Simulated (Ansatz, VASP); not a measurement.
**Ta3H8 in VASP and in Ansatz**

```
Ta H
1.0
     4.39753    0.00000    0.00000
     0.00000    4.39753    0.00000
     0.00000    0.00000    4.39753
Ta H
3 8
Direct
  0.50000 0.00000 0.00000
  0.00000 0.50000 0.00000
  0.00000 0.00000 0.50000
  0.73282 0.73282 0.73282
  0.26718 0.26718 0.73282
  0.26718 0.73282 0.26718
  0.73282 0.26718 0.26718
  0.73282 0.73282 0.26718
  0.26718 0.26718 0.26718
  0.73282 0.26718 0.73282
  0.26718 0.73282 0.73282
```

Alike in both runs: functional PBE; k mesh 8 × 8 × 8; occupations gaussian, width 0.1 eV; no spin polarisation.

Ansatz relaxed the structure, and its values are those at the end. VASP's run is a single point on that final structure, the one shown.

|  | VASP | Ansatz |
| --- | --- | --- |
| version | VASP 6.6.1 | Ansatz 0.2.0 |
| potentials or method | VASP PAW PBE potentials, release 64 (Ta_pv, H) | scalar-relativistic, plane waves, PAW |
| plane-wave cutoff (eV) | 520 | 420 |
| valence electrons in the cell | 41 | 47 |

```tsv
	VASP	Ansatz	Ansatz less VASP
gap on the k mesh at the Fermi level (eV)	none	none	-
pressure (GPa)	0.0	0.0	-0.06
rms of the force components (eV/Å)	0.004	0.000	-0.0037
```

A gap of «none» marks a metal or a gap that the smearing closes. The two sets of potentials don't hold the same shells in valence.

Spin-orbit coupling is left out, which matters for the levels of Ta.
